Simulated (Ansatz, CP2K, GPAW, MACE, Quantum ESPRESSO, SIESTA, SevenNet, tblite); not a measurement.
# CP2K runs on H-capped AlAs nanowire along [111] (40 atoms), part 2 of 3

Wanted: CP2K inputs and outputs for H-capped AlAs nanowire along [111] (40 atoms), checked against a plane-wave reference.

Program: CP2K 2026.2; the method stands at each step. Banners, paths, timers and routine set-up lines are dropped from the logs unmarked, and long logs keep their key lines alone; longer cuts are marked.

So far. Step 2 (PBE, DZVP-MOLOPT-SR, 450/50 Ry, diagonalisation): Forces lie 10 % from the reference's, at 0.43 times its CPU time (on 1 against 4 cores). Step 3 (PBE, TZVP-MOLOPT (SR for Al, As), 450/50 Ry …): Against the first run (10 %), the force difference from the reference is 4.4 %, at 1.6 times the CPU time (on 2 against 1 cores), with 438 basis functions against 344: the larger basis brings the forces nearer.

### 4. PBE, SZV-MOLOPT-SR, 450/50 Ry, diagonalisation

Method: Kohn-Sham DFT, PBE, GTH-PBE pseudopotentials, Gaussian and plane waves, SZV-MOLOPT-SR-GTH, diagonalisation.

File input.inp:

```
&GLOBAL
  PROJECT cell
  RUN_TYPE ENERGY_FORCE
  PRINT_LEVEL LOW
&END GLOBAL
&FORCE_EVAL
  METHOD QS
  &DFT
    BASIS_SET_FILE_NAME BASIS_MOLOPT
    POTENTIAL_FILE_NAME GTH_POTENTIALS
    &MGRID
      CUTOFF 450
      REL_CUTOFF 50
    &END MGRID
    &QS
      EPS_DEFAULT 1.0E-12
    &END QS
    &SCF
      SCF_GUESS ATOMIC
      EPS_SCF 1.0E-06
      MAX_SCF 200
      ADDED_MOS 20
      &DIAGONALIZATION
        ALGORITHM STANDARD
      &END DIAGONALIZATION
      &SMEAR ON
        METHOD FERMI_DIRAC
        ELECTRONIC_TEMPERATURE [K] 580
      &END SMEAR
      &MIXING
        METHOD BROYDEN_MIXING
        ALPHA 0.15
        NBROYDEN 8
      &END MIXING
      &PRINT
        &RESTART OFF
        &END RESTART
      &END PRINT
    &END SCF
    &XC
      &XC_FUNCTIONAL PBE
      &END XC_FUNCTIONAL
    &END XC
    &PRINT
      &MULLIKEN ON
      &END MULLIKEN
      &LOWDIN ON
      &END LOWDIN
      &MO ON
        EIGENVALUES T
        OCCUPATION_NUMBERS T
        MO_INDEX_RANGE 36 59
        &EACH
          QS_SCF 0
        &END EACH
        ADD_LAST NUMERIC
      &END MO
    &END PRINT
  &END DFT
  &SUBSYS
    &CELL
      A 19.58599 0.00000 0.00000
      B 0.00000 16.54490 0.00000
      C 0.00000 0.00000 9.80514
    &END CELL
    &TOPOLOGY
      COORD_FILE_NAME structure.xyz
      COORD_FILE_FORMAT XYZ
    &END TOPOLOGY
    &KIND Al
      BASIS_SET SZV-MOLOPT-SR-GTH-q3
      POTENTIAL GTH-PBE-q3
    &END KIND
    &KIND As
      BASIS_SET SZV-MOLOPT-SR-GTH-q5
      POTENTIAL GTH-PBE-q5
    &END KIND
    &KIND H
      BASIS_SET SZV-MOLOPT-SR-GTH-q1
      POTENTIAL GTH-PBE-q1
    &END KIND
  &END SUBSYS
  &PRINT
    &FORCES ON
    &END FORCES
  &END PRINT
&END FORCE_EVAL
```

File structure.xyz:

```xyz
40

Al 7.83773 7.19256 3.24129
As 7.78073 7.16841 5.78386
Al 5.82899 8.26600 9.77180
As 5.72851 8.37106 2.36461
Al 7.71140 9.43374 6.53179
As 7.76917 9.47460 8.94258
Al 11.75590 7.19306 3.32306
As 11.79233 7.16841 5.72963
Al 9.78085 6.01705 6.51365
As 9.79691 5.94061 8.97337
Al 9.77928 8.35997 9.74984
As 9.83295 8.14903 2.47550
Al 9.87036 10.57666 3.34394
As 9.80259 10.62331 5.72277
Al 11.82543 9.45905 6.55385
As 11.90436 9.40627 8.92425
Al 13.76895 8.16325 0.03765
As 13.71568 8.28502 2.50551
H 7.81559 5.64760 2.73230
H 6.58050 6.42488 6.25793
[... 16 atom lines left out ...]
H 13.80264 6.85091 9.29410
H 15.03519 9.06545 9.27390
H 15.06026 7.53968 2.98557
H 13.78227 9.80633 2.94860
```

Command:

```console
> OMP_NUM_THREADS=1 cp2k.psmp -i input.inp > output.txt
```

Numbers of over 12 decimals in the logs are rounded to 6 here.

Output:

```text
CP2K| version string:                                       CP2K version 2026.2
 CP2K| Input file name                                                 input.inp
 GLOBAL| Basis set file name                                        BASIS_MOLOPT
 GLOBAL| Potential file name                                      GTH_POTENTIALS
 GLOBAL| Run type                                                   ENERGY_FORCE
 GLOBAL| Total number of message passing processes                             1
 GLOBAL| Number of threads for this process                                    1
[... lines left out ...]
                        Smear method:                                FERMI_DIRAC
[... lines left out ...]
 Number of electrons:                                                         94
[... lines left out ...]
  Step     Update method      Time    Convergence         Total energy    Change
[... lines left out ...]
  *** SCF run converged in    32 steps ***
[... lines left out ...]
  Fermi energy:                                                -0.023686
  Total energy:                                               -87.721458
  Total energy (extrapolated to T->0):                        -87.721458
[... lines left out ...]
 MO| E(Fermi):           -0.023686 a.u.         -0.644536 eV
[... lines left out ...]
       2     As       2          5.426402                             -0.426402
       3     Al       1          2.935654                              0.064346
[...]
# Total charge                             94.000000                  0.000000
 !-----------------------------------------------------------------------------!
 LOWDIN POPULATION ANALYSIS
 #  Atom  Element  Kind  Atomic population                           Net charge
[...]
39     H        3          0.885285                              0.114715
      40     H        3          0.880338                              0.119662
 # Total charge                             94.000000                 -0.000000
 ENERGY| Total FORCE_EVAL ( QS ) energy [hartree]            -87.721450
 FORCES| Atomic forces [hartree/bohr]
 FORCES|   Atom     x               y               z               |f|
 FORCES|      1 -2.45783963E-02 -4.19434081E-02  5.65690604E-04   4.86175591E-02
 FORCES|      2  9.62073078E-03  5.78790242E-04 -1.65747603E-02   1.91733184E-02
 FORCES|      3 -3.78736616E-02  1.44041183E-02 -2.33535185E-02   4.67683621E-02
[...]
FORCES|     39 -2.36131608E-02  2.00128250E-02 -3.91635720E-03   3.11998780E-02
 FORCES|     40  6.52134410E-03 -2.34435051E-02 -3.10109114E-03   2.45304429E-02
 FORCES| Sum    -4.97695698E-07  9.09473322E-07 -8.42683621E-07
 FORCES| Total atomic force                                       1.33602336E-06
```

It took 3.3 min on 1 thread of Arm Neoverse V2, shared host; peak memory 4.5 GiB.

Numbers from this run, and their distance from the reference:

* r.m.s. force component: 1.005 eV/Å
* r.m.s. difference of force components: 372.8 meV/Å
* longest difference of force vectors: 1465 meV/Å
* force difference over r.m.s. force: 46.82 %
* slope of forces against the reference's: 1.187
* correlation of force components: 0.9404
* gap (highest filled to lowest empty level): 4.556 eV
* gap difference: 1.261 eV

This is a coarse setting, run to see what it loses.

Against the first run (10 %), the force difference from the reference is 47 %, at 0.88 times the CPU time, with 94 basis functions against 344: the smaller basis costs accuracy.

The difference per atom is largest on Al (1.0 eV/Å on average, against 0.38 on H).

### 5. PBE, DZVP-MOLOPT-SR, 450/70 Ry, diagonalisation

Method: Kohn-Sham DFT, PBE, GTH-PBE pseudopotentials, Gaussian and plane waves, DZVP-MOLOPT-SR-GTH, diagonalisation.

input.inp: that of step 4 with these lines changed.

```diff
@@ -12,3 +12,3 @@
       CUTOFF 450
-      REL_CUTOFF 50
+      REL_CUTOFF 70
     &END MGRID
@@ -65,8 +65,8 @@
     &END CELL
-    &TOPOLOGY
-      COORD_FILE_NAME structure.xyz
-      COORD_FILE_FORMAT XYZ
-    &END TOPOLOGY
+    &COORD
+      SCALED
+[... 40 atom lines left out: the same atoms as in the first run ...]
+    &END COORD
     &KIND Al
-      BASIS_SET SZV-MOLOPT-SR-GTH-q3
+      BASIS_SET DZVP-MOLOPT-SR-GTH-q3
       POTENTIAL GTH-PBE-q3
@@ -74,3 +74,3 @@
     &KIND As
-      BASIS_SET SZV-MOLOPT-SR-GTH-q5
+      BASIS_SET DZVP-MOLOPT-SR-GTH-q5
       POTENTIAL GTH-PBE-q5
@@ -78,3 +78,3 @@
     &KIND H
-      BASIS_SET SZV-MOLOPT-SR-GTH-q1
+      BASIS_SET DZVP-MOLOPT-SR-GTH-q1
       POTENTIAL GTH-PBE-q1
```

Output:

```text
CP2K| version string:                                       CP2K version 2026.2
 CP2K| Input file name                                                 input.inp
 GLOBAL| Basis set file name                                        BASIS_MOLOPT
 GLOBAL| Potential file name                                      GTH_POTENTIALS
 GLOBAL| Run type                                                   ENERGY_FORCE
 GLOBAL| Total number of message passing processes                             1
 GLOBAL| Number of threads for this process                                    1
[... lines left out ...]
                        Smear method:                                FERMI_DIRAC
[... lines left out ...]
 Number of electrons:                                                         94
[... lines left out ...]
  Step     Update method      Time    Convergence         Total energy    Change
[... lines left out ...]
  *** SCF run converged in    32 steps ***
[... lines left out ...]
  Fermi energy:                                                -0.098180
  Total energy:                                               -88.144495
  Total energy (extrapolated to T->0):                        -88.144495
[... lines left out ...]
 MO| E(Fermi):           -0.098180 a.u.         -2.671624 eV
[... lines left out ...]
       2     As       2          5.439956                             -0.439956
       3     Al       1          3.048600                             -0.048600
[...]
# Total charge                             94.000000                 -0.000000
 !-----------------------------------------------------------------------------!
 LOWDIN POPULATION ANALYSIS
 #  Atom  Element  Kind  Atomic population                           Net charge
[...]
39     H        3          0.993236                              0.006764
      40     H        3          1.023535                             -0.023535
 # Total charge                             94.000000                 -0.000000
 ENERGY| Total FORCE_EVAL ( QS ) energy [hartree]            -88.144524
 FORCES| Atomic forces [hartree/bohr]
 FORCES|   Atom     x               y               z               |f|
 FORCES|      1 -2.19198933E-02 -2.42276576E-02  2.96577837E-03   3.28063554E-02
 FORCES|      2  1.22481418E-02  2.50895801E-03 -1.47614650E-02   1.93445780E-02
 FORCES|      3 -2.56600948E-02  2.02447932E-02 -1.28398429E-02   3.51162880E-02
[...]
FORCES|     39 -2.20625403E-02  1.83333985E-02 -3.74596172E-03   2.89292484E-02
 FORCES|     40  5.76778240E-03 -2.21028779E-02 -3.14247763E-03   2.30581806E-02
 FORCES| Sum    -9.98899617E-07  1.85268386E-06  3.51081416E-07
 FORCES| Total atomic force                                       2.13389224E-06
```

Wall time 4.1 min (1 thread); peak memory 4.5 GiB.

Against the reference:

```yaml
r_m_s_force_component: 0.8229 eV/Å
r_m_s_difference_of_force_components: 83.04 meV/Å
longest_difference_of_force_vectors: 323 meV/Å
force_difference_over_r_m_s_force: 10.43 %
slope_of_forces_against_the_reference_s: 1.029
correlation_of_force_components: 0.9953
spacing_of_highest_filled_and_lowest_empty_level: 3.494 eV
gap_difference: 0.1986 eV
energy_less_the_same_level_run_s: 0.0001 meV/atom
r_m_s_force_difference_from_the_same_level_run: 0.002 meV/Å
```

Against the first run (10 %), the force difference from the reference is 10 %, at 1.1 times the CPU time: the change moves forces by under 0.01 meV/Å r.m.s., so most of the difference comes from elsewhere.

### 6. PBE, DZVP-UZH, 450/50 Ry, diagonalisation

Method: Kohn-Sham DFT, PBE, GTH-PBE pseudopotentials, Gaussian and plane waves, DZVP-MOLOPT (UZH set), diagonalisation.

input.inp: that of step 5 with these lines changed.

```diff
@@ -8,7 +8,7 @@
   &DFT
-    BASIS_SET_FILE_NAME BASIS_MOLOPT
-    POTENTIAL_FILE_NAME GTH_POTENTIALS
+    BASIS_SET_FILE_NAME BASIS_MOLOPT_UZH
+    POTENTIAL_FILE_NAME POTENTIAL_UZH
     &MGRID
       CUTOFF 450
-      REL_CUTOFF 70
+      REL_CUTOFF 50
     &END MGRID
@@ -66,7 +66,30 @@
     &COORD
-      SCALED
-[... 40 atom lines left out: the same atoms as in the first run ...]
+      Al 7.83773 7.19256 3.24129
+      As 7.78073 7.16841 5.78386
+      Al 5.82899 8.26600 9.77180
+      As 5.72851 8.37106 2.36461
+      Al 7.71140 9.43374 6.53179
+      As 7.76917 9.47460 8.94258
+      Al 11.75590 7.19306 3.32306
+      As 11.79233 7.16841 5.72963
+      Al 9.78085 6.01705 6.51365
+      As 9.79691 5.94061 8.97337
+      Al 9.77928 8.35997 9.74984
+      As 9.83295 8.14903 2.47550
+      Al 9.87036 10.57666 3.34394
+      As 9.80259 10.62331 5.72277
+      Al 11.82543 9.45905 6.55385
+      As 11.90436 9.40627 8.92425
+      Al 13.76895 8.16325 0.03765
+      As 13.71568 8.28502 2.50551
+      H 7.81559 5.64760 2.73230
+      H 6.58050 6.42488 6.25793
+[... 16 atom lines left out ...]
+      H 13.80264 6.85091 9.29410
+      H 15.03519 9.06545 9.27390
+      H 15.06026 7.53968 2.98557
+      H 13.78227 9.80633 2.94860
     &END COORD
     &KIND Al
-      BASIS_SET DZVP-MOLOPT-SR-GTH-q3
+      BASIS_SET DZVP-MOLOPT-PBE-GTH-q3
       POTENTIAL GTH-PBE-q3
@@ -74,3 +97,3 @@
     &KIND As
-      BASIS_SET DZVP-MOLOPT-SR-GTH-q5
+      BASIS_SET DZVP-MOLOPT-PBE-GTH-q5
       POTENTIAL GTH-PBE-q5
@@ -78,3 +101,3 @@
     &KIND H
-      BASIS_SET DZVP-MOLOPT-SR-GTH-q1
+      BASIS_SET DZVP-MOLOPT-PBE-GTH-q1
       POTENTIAL GTH-PBE-q1
```

Command:

```console
> OMP_NUM_THREADS=2 cp2k.psmp -i input.inp > output.txt
```

Output:

```text
CP2K| version string:                                       CP2K version 2026.2
 CP2K| Input file name                                                 input.inp
 GLOBAL| Basis set file name                                    BASIS_MOLOPT_UZH
 GLOBAL| Potential file name                                       POTENTIAL_UZH
 GLOBAL| Run type                                                   ENERGY_FORCE
 GLOBAL| Total number of message passing processes                             1
 GLOBAL| Number of threads for this process                                    2
 TOTAL NUMBERS AND MAXIMUM NUMBERS
  Total number of            - Atomic kinds:                                   3
                             - Atoms:                                         40
[... lines left out ...]
                        Smear method:                                FERMI_DIRAC
[... lines left out ...]
 Number of electrons:                                                         94
[... lines left out ...]
  Step     Update method      Time    Convergence         Total energy    Change
[... lines left out ...]
  *** SCF run converged in    37 steps ***
[... lines left out ...]
  Fermi energy:                                                -0.110554
  Total energy:                                               -88.173760
  Total energy (extrapolated to T->0):                        -88.173760
[... lines left out ...]
 MO|     59              -0.000611              -0.016617               0.000000
 MO| Sum:                                                              94.000000
 MO| E(Fermi):           -0.110554 a.u.         -3.008328 eV
 !-----------------------------------------------------------------------------!
                     Mulliken Population Analysis
 #  Atom  Element  Kind  Atomic population                           Net charge
       1     Al       1          2.577097                              0.422903
       2     As       2          5.344410                             -0.344410
       3     Al       1          2.602832                              0.397168
[...]
# Total charge                             94.000000                 -0.000000
 !-----------------------------------------------------------------------------!
 LOWDIN POPULATION ANALYSIS
 #  Atom  Element  Kind  Atomic population                           Net charge
[...]
39     H        3          1.165496                             -0.165496
      40     H        3          1.167887                             -0.167887
 # Total charge                             94.000000                 -0.000000
 ENERGY| Total FORCE_EVAL ( QS ) energy [hartree]            -88.173767
 FORCES| Atomic forces [hartree/bohr]
 FORCES|   Atom     x               y               z               |f|
 FORCES|      1 -2.18377638E-02 -2.18525169E-02  3.65829157E-03   3.11095406E-02
 FORCES|      2  1.24244205E-02  2.85371858E-03 -1.43900793E-02   1.92245758E-02
 FORCES|      3 -2.34868245E-02  2.08338729E-02 -1.13074429E-02   3.33697385E-02
[...]
FORCES|     39 -2.08899437E-02  1.72278170E-02 -3.36891310E-03   2.72862053E-02
 FORCES|     40  5.60642863E-03 -2.16563516E-02 -3.23634952E-03   2.26031760E-02
 FORCES| Sum    -1.83299316E-06  1.95437001E-06  1.56578870E-06
 FORCES| Total atomic force                                       3.10340463E-06
```

It took 2.8 min on 2 threads; peak memory 4.6 GiB.

Compared with the plane-wave run:

* r.m.s. force component: 0.7945 eV/Å
* r.m.s. difference of force components: 38.82 meV/Å
* longest difference of force vectors: 148.4 meV/Å
* force difference over r.m.s. force: 4.876 %
* slope of forces against the reference's: 0.9967
* correlation of force components: 0.9988
* gap (highest filled to lowest empty level): 3.346 eV
* gap difference: 0.0506 eV

Against the first run (10 %), the force difference from the reference is 4.9 %, at 1.2 times the CPU time (on 2 against 1 cores), with 344 basis functions against 344; this set comes with other potentials too, so the change isn't the basis's alone.

### 7. PBE, DZVP-MOLOPT-SR, 315/50 Ry, diagonalisation

Method: Kohn-Sham DFT, PBE, GTH-PBE pseudopotentials, Gaussian and plane waves, DZVP-MOLOPT-SR-GTH, diagonalisation.

input.inp: that of step 6 with these lines changed.

```diff
@@ -8,6 +8,6 @@
   &DFT
-    BASIS_SET_FILE_NAME BASIS_MOLOPT_UZH
-    POTENTIAL_FILE_NAME POTENTIAL_UZH
+    BASIS_SET_FILE_NAME BASIS_MOLOPT
+    POTENTIAL_FILE_NAME GTH_POTENTIALS
     &MGRID
-      CUTOFF 450
+      CUTOFF 315
       REL_CUTOFF 50
@@ -69,3 +69,3 @@
     &KIND Al
-      BASIS_SET DZVP-MOLOPT-PBE-GTH-q3
+      BASIS_SET DZVP-MOLOPT-SR-GTH-q3
       POTENTIAL GTH-PBE-q3
@@ -73,3 +73,3 @@
     &KIND As
-      BASIS_SET DZVP-MOLOPT-PBE-GTH-q5
+      BASIS_SET DZVP-MOLOPT-SR-GTH-q5
       POTENTIAL GTH-PBE-q5
@@ -77,3 +77,3 @@
     &KIND H
-      BASIS_SET DZVP-MOLOPT-PBE-GTH-q1
+      BASIS_SET DZVP-MOLOPT-SR-GTH-q1
       POTENTIAL GTH-PBE-q1
```

Command:

```console
> OMP_NUM_THREADS=1 cp2k.psmp -i input.inp > output.txt
```

Output:

```text
CP2K| version string:                                       CP2K version 2026.2
 CP2K| Input file name                                                 input.inp
 GLOBAL| Basis set file name                                        BASIS_MOLOPT
 GLOBAL| Potential file name                                      GTH_POTENTIALS
[... lines left out ...]
                        Smear method:                                FERMI_DIRAC
[... lines left out ...]
 Number of electrons:                                                         94
[... lines left out ...]
  Step     Update method      Time    Convergence         Total energy    Change
[... lines left out ...]
  *** SCF run converged in    32 steps ***
[... lines left out ...]
  Fermi energy:                                                -0.098181
  Total energy:                                               -88.144498
  Total energy (extrapolated to T->0):                        -88.144498
[... lines left out ...]
 MO| E(Fermi):           -0.098181 a.u.         -2.671631 eV
[... lines left out ...]
      39     H        3          0.993237                              0.006763
      40     H        3          1.023533                             -0.023533
 # Total charge                             94.000000                 -0.000000
 ENERGY| Total FORCE_EVAL ( QS ) energy [hartree]            -88.144527
 FORCES| Atomic forces [hartree/bohr]
 FORCES|   Atom     x               y               z               |f|
 FORCES|      1 -2.19204634E-02 -2.42265917E-02  2.96524778E-03   3.28059012E-02
 FORCES|      2  1.22482966E-02  2.50841375E-03 -1.47614553E-02   1.93445980E-02
 FORCES|      3 -2.56617319E-02  2.02429249E-02 -1.28388842E-02   3.51160567E-02
[...]
FORCES|     39 -2.20586245E-02  1.83330155E-02 -3.74772696E-03   2.89262481E-02
 FORCES|     40  5.76847470E-03 -2.21140441E-02 -3.14321310E-03   2.30691577E-02
 FORCES| Sum     2.95074127E-06 -4.47398706E-06 -1.81664549E-05
 FORCES| Total atomic force                                       1.89405259E-05
```

Wall time 2.2 min (1 thread); peak memory 2.8 GiB.

Against the reference:

```
r.m.s. force component                           : 0.8229 eV/Å
r.m.s. difference of force components            : 83.07 meV/Å
longest difference of force vectors              : 323 meV/Å
force difference over r.m.s. force               : 10.43 %
slope of forces against the reference's          : 1.029
correlation of force components                  : 0.9953
gap (highest filled to lowest empty level) : 3.494 eV
gap difference                                   : 0.1986 eV
energy less the same-level run's                 : -0.0017 meV/atom
r.m.s. force difference from the same-level run  : 0.195 meV/Å
```

Against the first run (10 %), the force difference from the reference is 10 %, at 0.59 times the CPU time: the change moves forces by 0.20 meV/Å r.m.s., so most of the difference comes from elsewhere.

(Part 2 of 3 ends here.)

[Also dropped from logs without a mark: logging warnings of Python, and SIESTA's first energy breakdown and zero terms.]

[Logs are printed without paths, hosts, clocks, repeated set-up lines and the standing remarks that a program may print on its own settings, such as how far it seeks lower states.]

[Hosts, paths, dates, database ids (printed as entryN), source tags and the programs' standing remarks are cut or masked in the printed files.]
